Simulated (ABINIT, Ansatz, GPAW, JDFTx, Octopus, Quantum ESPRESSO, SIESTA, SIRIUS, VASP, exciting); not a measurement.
P: 12 runs at one level of theory

```
P
1.0
     1.64774   -5.46504    0.00000
     1.64774    5.46504    0.00000
     0.00000    0.00000    4.54364
P
4
Direct
  0.90414 0.09586 0.58882
  0.09586 0.90414 0.41118
  0.59586 0.40414 0.08882
  0.40414 0.59586 0.91118
```

Alike in all runs: task single point; functional PBEsol; k mesh 8 × 8 × 6; occupations fermi-dirac, width 0.05 eV; no spin polarisation; no spin-orbit coupling. Pressure is positive in compression and, in plane waves, holds the error of the finite cutoff, which Ansatz's Pulay term estimates and takes out.

```
                                                         program and potentials  plane-wave cutoff (eV)                                                                                   notes  band gap (eV)  pressure (GPa)  largest force (eV/Å)
                                                             Ansatz, Ansatz PAW                     420  potentials made for PBE, which Ansatz adapts in part; Pulay term of +0.03 GPa included           0.01           -0.60                 0.297
                                 Ansatz, all-electron LAPW, scalar-relativistic                       -                                                                                       -           0.01           -0.58                 0.294
 SIESTA, files PseudoDojo sr-pbesol-0.4.1-standard, DZP (energy shift 0.003 Ry)                       -                                                                            atomic basis           0.05            0.87                 0.562
exciting, all-electron LAPW+lo, shipped species files, valence relativity iora*                       -                                                                                       -           0.01               -                 0.327
                                                  VASP, PBE PAW files P, 520 eV                     520                                                                 potentials made for PBE           0.02           -0.71                 0.277
                                              Quantum ESPRESSO, GBRV 1.5 PBEsol                     612                                                                                       -           0.01           -0.62                 0.296
                            Octopus, pseudodojo_pbesol (PseudoDojo 0.4, PBEsol)                       -                                                                                       -           0.01               -                 0.303
                 JDFTx, PseudoDojo-SR-PBEsol-0.4.1-standard with smoothed tails                     599                                                                                       -           0.01           -0.64                 0.297
                 SIRIUS, PseudoDojo 0.4.1 PBEsol standard (scalar relativistic)                     611                                                                                       -           0.01           -0.64                 0.297
                                  SIRIUS, all-electron FP-LAPW, apw+lo standard                       -                                                                                       -           0.01               -                 0.294
                                ABINIT, PseudoDojo NC SR PBEsol v0.4.1 standard                     599                                                                                       -           0.01           -0.64                 0.297
                              GPAW, PAW data sets generated for this functional                     600                                                                                       -           0.01           -0.31                 0.338
```

Force on atom 1 (P), eV/Å:

| program and potentials | x | y | z |
| --- | --- | --- | --- |
| Ansatz, Ansatz PAW | 0.000 | 0.119 | -0.272 |
| Ansatz, all-electron LAPW, scalar-relativistic | 0.000 | 0.116 | -0.271 |
| SIESTA, files PseudoDojo sr-pbesol-0.4.1-standard, DZP (energy shift 0.003 Ry) | 0.000 | 0.287 | -0.483 |
| exciting, all-electron LAPW+lo, shipped species files, valence relativity iora* | 0.000 | 0.141 | -0.295 |
| VASP, PBE PAW files P, 520 eV | 0.000 | 0.101 | -0.258 |
| Quantum ESPRESSO, GBRV 1.5 PBEsol | 0.000 | 0.116 | -0.273 |
| Octopus, pseudodojo_pbesol (PseudoDojo 0.4, PBEsol) | 0.000 | 0.121 | -0.277 |
| JDFTx, PseudoDojo-SR-PBEsol-0.4.1-standard with smoothed tails | 0.000 | 0.116 | -0.273 |
| SIRIUS, PseudoDojo 0.4.1 PBEsol standard (scalar relativistic) | 0.000 | 0.116 | -0.273 |
| SIRIUS, all-electron FP-LAPW, apw+lo standard | 0.000 | 0.116 | -0.270 |
| ABINIT, PseudoDojo NC SR PBEsol v0.4.1 standard | 0.000 | 0.116 | -0.273 |
| GPAW, PAW data sets generated for this functional | 0.000 | 0.147 | -0.304 |

The band gap spans 0.01 (Octopus, pseudodojo_pbesol (PseudoDojo 0.4, PBEsol)) to 0.05 eV (SIESTA, files PseudoDojo sr-pbesol-0.4.1-standard, DZP (energy shift 0.003 Ry)), with all-electron results at 0.01. The pressure spans -0.71 (VASP, PBE PAW files P, 520 eV) to 0.87 GPa (SIESTA, files PseudoDojo sr-pbesol-0.4.1-standard, DZP (energy shift 0.003 Ry)), with all-electron results at -0.58. Rows in atomic bases carry the error of their basis and grid, which can be large.

The functional is the same throughout but for its coding, so the spread measures potentials, basis and numerics; runs on potential files found faulty are left out.
